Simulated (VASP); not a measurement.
# SnO2 (Pmmm) in VASP: further runs, part 3 of 3

VASP 6.6.1. Earlier steps stand in the parts before.

### 4 Relaxation of cell and atoms, revPBE

File INCAR:

```
SYSTEM = SnO2
PREC     = Accurate       ! precision mode
ENCUT    = 600            ! plane-wave cutoff, eV
EDIFF    = 1E-6           ! SCF threshold, eV
ISMEAR   = -1             ! smearing method
SIGMA    = 0.05           ! smearing width, eV
LREAL    = .False.        ! projectors in reciprocal space
LASPH    = .True.         ! aspherical terms in the spheres
NELM     = 80             ! most SCF steps
ALGO     = Normal         ! electronic algorithm
ISIF     = 3              ! what is computed and relaxed
LWAVE    = .False.        ! write WAVECAR
LCHARG   = .False.        ! write CHGCAR
GGA      = RE             ! functional
IBRION   = 2              ! ionic algorithm
NSW      = 60             ! ionic steps
EDIFFG   = -0.01          ! ionic threshold
```

File KPOINTS:

```
Automatic mesh
0
Gamma
  9 6 5
  0 0 0
```

File POSCAR:

```
SnO2
1.0
    3.0232700000      0.0000000000      0.0000000000
    0.0000000000      4.9646800000      0.0000000000
    0.0000000000      0.0000000000      5.9769600000
Sn O
1 2
Direct
    0.5000000000      0.5000000000      0.0000000000
    0.0000000000      0.5000000000      0.7757200000
    0.0000000000      0.5000000000      0.2242800000
```

Potentials or basis: VASP PAW PBE potentials, release 64 (Sn_d, O).

Launch:

```sh
$ cat potpaw_PBE.64/Sn_d/POTCAR potpaw_PBE.64/O/POTCAR > POTCAR
$ mpirun -np 1 vasp_std > vasp.out
```

OUTCAR:

```text
SYSTEM = SnO2
   PREC = Accurate
   ENCUT = 600
   EDIFF = 1E-6
   ISMEAR = -1
   LREAL = .False.
   LASPH = .True.
   NELM = 80
   ISIF = 3
   GGA = RE
   IBRION = 2
   NSW = 60
   EDIFFG = -0.01

 ion  position               nearest neighbor table
   1  0.500  0.500  0.000-   2 2.02   3 2.02   2 2.02   3 2.02
   2  0.000  0.500  0.776-   1 2.02   1 2.02
   3  0.000  0.500  0.224-   1 2.02   1 2.02

  LATTYP: Found a simple orthorhombic cell.
 ALAT       =     3.0232700000
 B/A-ratio  =     1.6421556791
 C/A-ratio  =     1.9769851849

  Lattice vectors:

 A1 = (   3.0232700000,   0.0000000000,   0.0000000000)
 A2 = (   0.0000000000,   4.9646800000,   0.0000000000)
 A3 = (   0.0000000000,   0.0000000000,   5.9769600000)

Analysis of symmetry for initial positions (statically):
=====================================================================
 Subroutine PRICEL returns:
 Original cell was already a primitive cell.

 Routine SETGRP: Setting up the symmetry group for a
 simple orthorhombic supercell.

 Subroutine GETGRP returns: Found  8 space group operations
[... 178 lines left out ...]
  external PRESSURE =      15.8064127 kB  Pullay stress =       0.0000000 kB
[... 92 lines left out ...]
  FREE ENERGIE OF THE ION-ELECTRON SYSTEM (eV)
  ---------------------------------------------------
  free  energy   TOTEN  =       -15.4421006050 eV

  energy  without entropy=      -15.4421005369  energy(sigma->0) =      -15.44210057

[... ionic steps 4 to 36 ...]

--------------------------------------- Ionic step       37  -------------------------------------------

 number of electron      26.0000006 magnetization

------------------------ aborting loop because EDIFF is reached ----------------------------------------
[... 69 lines left out ...]
--------------------------------------- Ionic step       39  -------------------------------------------

 number of electron      26.0000007 magnetization

 Free energy of the ion-electron system (eV)
  ---------------------------------------------------
  ext. energy  EPLUGINS =         0.00000000
  ---------------------------------------------------
  free energy    TOTEN  =       -15.48941002 eV

  energy without entropy =      -15.48941001  energy(sigma->0) =      -15.48941001

 E-fermi :  -1.6965     XC(G=0):  -5.1655

 val. band max:       -2.6238216901   @ k =   0.4444   0.5000   0.0000
 cond. band min:      -0.8957529290   @ k =   0.0000   0.0000   0.0000
 fundamental gap:      1.7280687611
 Fermi energy:        -1.6964815221

 k-point     1 :       0.0000    0.0000    0.0000
  band No.  band energies     occupation
      1     -23.8069      2.00000
      2     -23.1352      2.00000
      3     -23.0454      2.00000
      4     -22.9262      2.00000
      5     -22.8985      2.00000
      6     -19.5954      2.00000
[... 457 lines left out ...]
      4     -23.1168      2.00000
      5     -22.7344      2.00000
      6     -19.4859      2.00000
[... 9 lines left out ...]
     16       4.3586      0.00000
     17       5.9210      0.00000

 [... further k-points ...]
[... 5 lines left out ...]
  --------------------------------------------------------------------------------------
  -------------------------------------------------------------------------------------
  Total       -0.0282218     -0.0012100      0.0195646     -0.0000000      0.0000000      0.0000000
  in kB       -0.3868201     -0.0165844      0.2681602     -0.0000000      0.0000000      0.0000000
  external PRESSURE =      -0.0450814 kB  Pullay stress =       0.0000000 kB
[... 18 lines left out ...]
  FREE ENERGIE OF THE ION-ELECTRON SYSTEM (eV)
  ---------------------------------------------------
  free  energy   TOTEN  =       -15.4894100164 eV

  energy  without entropy=      -15.4894100131  energy(sigma->0) =      -15.48941001

 reached required accuracy - stopping structural energy minimisation
```

OSZICAR:

```text
N       E                     dE             d eps       ncg     rms          rms(c)
DAV:   1     0.265364868404E+03    0.26536E+03   -0.14381E+04  2050   0.187E+03
DAV:   2     0.123922331788E+02   -0.25297E+03   -0.24647E+03  2610   0.439E+02
DAV:   3    -0.187111565066E+02   -0.31103E+02   -0.30515E+02  2191   0.158E+02
DAV:   4    -0.197854509766E+02   -0.10743E+01   -0.10735E+01  2567   0.344E+01
[... 363 lines left out ...]
DAV:   2    -0.154894296451E+02    0.62604E-04   -0.34360E-04  2093   0.185E-01    0.219E-02
DAV:   3    -0.154894152855E+02    0.14360E-04   -0.26836E-05  2279   0.119E-01    0.953E-03
DAV:   4    -0.154894115775E+02    0.37080E-05   -0.11157E-05  2790   0.631E-02    0.215E-03
DAV:   5    -0.154894103609E+02    0.12166E-05   -0.18902E-06  1954   0.183E-02    0.860E-04
DAV:   6    -0.154894100164E+02    0.34448E-06   -0.19445E-07  1853   0.683E-03
  39 F= -.15489410E+02 E0= -.15489410E+02  d E =-.536082E-04
```

CONTCAR:

```text
SnO2
   1.00000000000000
     3.0474683622999885   -0.0000000000000000    0.0000000000000000
    -0.0000000000000000    5.7322206242176463    0.0000000000000000
     0.0000000000000000    0.0000000000000000    6.6915188366458969
  Sn              O
     1     2
Direct
     0.5000000000000000    0.5000000000000000    0.0000000000000000
     0.0000000000000000    0.5000000000000000    0.7984588575019728
     0.0000000000000000    0.5000000000000000    0.2015411424980271

  0.00000000E+00  0.00000000E+00  0.00000000E+00
  0.00000000E+00  0.00000000E+00  0.00000000E+00
  0.00000000E+00  0.00000000E+00  0.00000000E+00
```

Run time: 13 min. Hardware: 1 thread of Intel Xeon 6975P-C (Granite Rapids), shared host; peak memory 0.28 GiB.

What came out:

```yaml
Free_energy: -15.4894 eV
Relaxed_volume: 38.96 Å³/atom
Relaxed_cell: a = 3.047 Å, b = 5.732 Å, c = 6.692 Å, α = 90.00°, β = 90.00°, γ = 90.00°
Space_group_after_relaxing_to_0.05_Å: Pmmm (No. 47)
Energy_gained_by_relaxing: 18.7 meV/atom
Ionic_steps: 39
Pressure_after_relaxing: 0.0 GPa
Largest_force_after_relaxing: 0.006 eV/Å
Band_gap_on_the_k_mesh: 1.73 eV, indirect (least direct gap 2.16 eV)
```

Forces on the atoms (eV/Å):
```
Sn   0.000  0.000  0.000
O    0.000  0.000 -0.006
O    0.000  0.000  0.006
```

The path:
| step | energy change (eV) | largest force (eV/Å) | pressure (GPa) | volume (Å³) |
| --- | --- | --- | --- | --- |
| 1 | 0.0000 | 0.2419 | 1.58 | 89.71 |
| 2 | 0.0198 | 0.6767 | -1.98 | 93.59 |
| 3 | -0.0089 | 0.1069 | 0.19 | 91.06 |
| 4 | -0.0089 | 0.1008 | 0.24 | 91.04 |
| 5 | -0.0112 | 0.0843 | 0.21 | 91.69 |
| 6 | -0.0175 | 0.0340 | 0.18 | 93.68 |
| 7 | -0.0268 | 0.0730 | 0.14 | 97.71 |
| 8 | -0.0327 | 0.3102 | 0.10 | 106.05 |
| 9 | -0.0335 | 0.3053 | 0.10 | 106.30 |
| 10 | -0.0357 | 0.2900 | 0.08 | 107.08 |
| 11 | -0.0398 | 0.2601 | 0.05 | 108.64 |
| 12 | -0.0463 | 0.2020 | -0.03 | 111.78 |
| 13 | -0.0516 | 0.0981 | -0.20 | 118.17 |
| 14 | -0.0531 | 0.0892 | -0.11 | 117.43 |
| 15 | -0.0550 | 0.0635 | 0.16 | 115.23 |
| 16 | -0.0553 | 0.0008 | 0.03 | 115.25 |
| 17 | -0.0553 | 0.0180 | -0.01 | 115.26 |
| 18 | -0.0553 | 0.0160 | 0.00 | 115.26 |
| 19 | -0.0553 | 0.0074 | 0.01 | 115.26 |
| 20 | -0.0553 | 0.0147 | 0.00 | 115.26 |
| 21 | -0.0553 | 0.0143 | 0.00 | 115.26 |
| 22 | -0.0554 | 0.0141 | 0.00 | 115.26 |
| 23 | -0.0555 | 0.0128 | 0.00 | 115.27 |
| 24 | -0.0556 | 0.0106 | 0.00 | 115.27 |
| 25 | -0.0558 | 0.0059 | 0.00 | 115.28 |
| 26 | -0.0559 | 0.0042 | -0.01 | 115.28 |
| 27 | -0.0559 | 0.0007 | -0.01 | 115.28 |
| 28 | -0.0559 | 0.0015 | 0.03 | 115.27 |
| 29 | -0.0559 | 0.0014 | 0.04 | 115.26 |
| 30 | -0.0560 | 0.0112 | 0.02 | 115.36 |
| 31 | -0.0560 | 0.0169 | 0.01 | 115.39 |
| 32 | -0.0560 | 0.0167 | 0.00 | 115.48 |
| 33 | -0.0560 | 0.0166 | -0.02 | 115.74 |
| 34 | -0.0561 | 0.0163 | -0.04 | 116.25 |
| 35 | -0.0561 | 0.0152 | -0.10 | 117.27 |
| 36 | -0.0561 | 0.0157 | -0.06 | 116.64 |
| 37 | -0.0561 | 0.0116 | -0.05 | 116.69 |
| 38 | -0.0562 | 0.0010 | -0.02 | 116.83 |
| 39 | -0.0562 | 0.0058 | 0.00 | 116.89 |

Final structure:
```
Sn O
1.0
     3.04747    0.00000    0.00000
     0.00000    5.73222    0.00000
     0.00000    0.00000    6.69152
Sn O
1 2
Direct
  0.50000 0.50000 0.00000
  0.00000 0.50000 0.79846
  0.00000 0.50000 0.20154
```

Caveat: the volume moved by over 15 % at a fixed basis, so the end points are rough; the PAW data sets were made with another functional, which shifts forces and pressure a little; spin-orbit coupling is left out, which moves the levels of the heavy elements; an odd mesh through Γ misses points on the zone boundary, where band edges often lie. Expect the measured gap to be larger: semilocal functionals such as revPBE lack the derivative discontinuity.

### 5 Relaxation of cell and atoms, BLYP

INCAR, as its differences from that of step 4:

```diff
@@ -13,3 +13,7 @@
 LCHARG   = .False.        ! write CHGCAR
-GGA      = RE             ! functional
+GGA      = B5             ! functional
+ALDAX    = 1.0          
+AGGAX    = 1.0          
+AGGAC    = 1.0          
+ALDAC    = 0.0          
 IBRION   = 2              ! ionic algorithm
```

KPOINTS is that of step 4.

POSCAR is that of step 4.

Launch:

```sh
$ cat potpaw_PBE.64/Sn_d/POTCAR potpaw_PBE.64/O/POTCAR > POTCAR
$ mpirun -np 1 vasp_std > vasp.out
```

It took 21 min on 1 thread of Intel Xeon 6975P-C (Granite Rapids), shared host; peak memory 0.28 GiB.

Results (log left out):

```yaml
Free_energy: -15.1993 eV
Relaxed_volume: 38.64 Å³/atom
Relaxed_cell: a = 3.074 Å, b = 5.710 Å, c = 6.604 Å, α = 90.00°, β = 90.00°, γ = 90.00°
Space_group_after_relaxing_to_0.05_Å: Pmmm (No. 47)
Energy_gained_by_relaxing: 24.1 meV/atom
Ionic_steps: 43
Pressure_after_relaxing: 0.0 GPa
Band_gap_on_the_k_mesh: 1.53 eV, indirect (least direct gap 2.00 eV)
```

Forces in eV/Å, atoms in the order of the input:
```
Sn   0.000  0.000  0.000
O    0.000  0.000 -0.003
O    0.000  0.000  0.003
```

The path:
| step | energy change (eV) | largest force (eV/Å) | pressure (GPa) | volume (Å³) |
| --- | --- | --- | --- | --- |
| 1 | 0.0000 | 0.3868 | 2.50 | 89.71 |
| 3 | -0.0253 | 0.1533 | 0.17 | 91.87 |
| 5 | -0.0280 | 0.0411 | 0.24 | 92.46 |
| 7 | -0.0305 | 0.0311 | 0.23 | 93.49 |
| 9 | -0.0468 | 0.0519 | 0.22 | 99.02 |
| 11 | -0.0526 | 0.2085 | -0.03 | 122.41 |
| 13 | -0.0457 | 0.6835 | -1.22 | 115.42 |
| 15 | -0.0688 | 0.0500 | -0.11 | 111.78 |
| 17 | -0.0692 | 0.0431 | 0.03 | 111.81 |
| 19 | -0.0694 | 0.0180 | 0.13 | 112.06 |
| 21 | -0.0698 | 0.0043 | 0.04 | 112.62 |
| 23 | -0.0700 | 0.0096 | -0.08 | 113.24 |
| 25 | -0.0702 | 0.0132 | -0.08 | 113.51 |
| 27 | -0.0707 | 0.0228 | -0.10 | 114.34 |
| 29 | -0.0717 | 0.0496 | -0.15 | 117.67 |
| 31 | -0.0718 | 0.0227 | 0.06 | 116.72 |
| 33 | -0.0719 | 0.0011 | -0.01 | 116.72 |
| 35 | -0.0722 | 0.0192 | 0.03 | 116.17 |
| 37 | -0.0723 | 0.0136 | -0.03 | 116.19 |
| 39 | -0.0723 | 0.0184 | 0.00 | 116.07 |
| 41 | -0.0723 | 0.0051 | 0.05 | 115.92 |
| 43 | -0.0723 | 0.0029 | 0.01 | 115.92 |

Final structure:
```cif
data_structure
_symmetry_space_group_name_H-M 'P 1'
_symmetry_Int_Tables_number 1
_cell_length_a 3.0737
_cell_length_b 5.7103
_cell_length_c 6.6044
_cell_angle_alpha 90.000
_cell_angle_beta 90.000
_cell_angle_gamma 90.000
_cell_volume 115.92
loop_
_atom_site_label
_atom_site_type_symbol
_atom_site_fract_x
_atom_site_fract_y
_atom_site_fract_z
_atom_site_occupancy
Sn1 Sn 0.50000 0.50000 0.00000 1
O1 O 0.00000 0.50000 0.79568 1
O2 O 0.00000 0.50000 0.20432 1
```

Levels at points of the mesh, in eV from the valence-band top:
| k point | band 10 | band 11 | band 12 | band 13 | band 14 | band 15 | band 16 | band 17 |
| --- | --- | --- | --- | --- | --- | --- | --- | --- |
| (0.00, 0.00, 0.00) | -2.09 | -0.81 | -0.73 | -0.46 | 1.53 | 4.32 | 6.33 | 6.38 |
| (0.00, 0.50, 0.00) | -2.09 | -0.85 | -0.73 | -0.46 | 1.87 | 3.52 | 6.90 | 7.43 |

Caveat: the volume moved by over 15 % at a fixed basis, so the end points are rough; the PAW data sets were made with another functional, which shifts forces and pressure a little; spin-orbit coupling is left out, which moves the levels of the heavy elements; an odd mesh through Γ misses points on the zone boundary, where band edges often lie.

### 6 The reference run

An earlier run on the cell as given: functional PBE; potentials or basis VASP PAW PBE potentials, release 64 (Sn_d, O); cutoff 520 eV; k mesh 9 × 6 × 5; occupations fermi-dirac, width 0.05 eV; no spin polarisation.

- Pressure: 0.8 GPa
- Largest force: 0.095 eV/Å
- Band gap on the k mesh: 1.29 eV, indirect (least direct gap 1.85 eV)

### 7 Overview

```tsv
task	level	cell	cutoff (eV)	gap on the mesh (eV)	pressure (GPa)	relaxed volume (Å³/atom)	largest force (eV/Å)
relaxation of cell and atoms	PBEsol	relaxed	600	1.67	0.0	35.57	0.01
relaxation of cell and atoms	RPBE	relaxed	600	1.63	0.0	37.98	-
relaxation of cell and atoms	revPBE	relaxed	600	1.73	0.0	38.96	0.01
relaxation of cell and atoms	BLYP	relaxed	600	1.53	0.0	38.64	-
single point	PBE	as given	520	1.29	0.8	-	0.09
```

Alike in all rows: potentials or basis VASP PAW PBE potentials, release 64 (Sn_d, O); no spin polarisation; k mesh 9 × 6 × 5; smearing fermi-dirac 0.05 eV.

Caveats: spin-orbit coupling is left out, which moves the levels of the heavy elements; an odd mesh through Γ misses points on the zone boundary, where band edges often lie; the volume moved by over 15 % at a fixed basis, so the end points are rough (some runs); the PAW data sets were made with another functional, which shifts forces and pressure a little (some runs).

Total energies depend on the potentials used, so only differences within one code and one set of settings carry meaning.
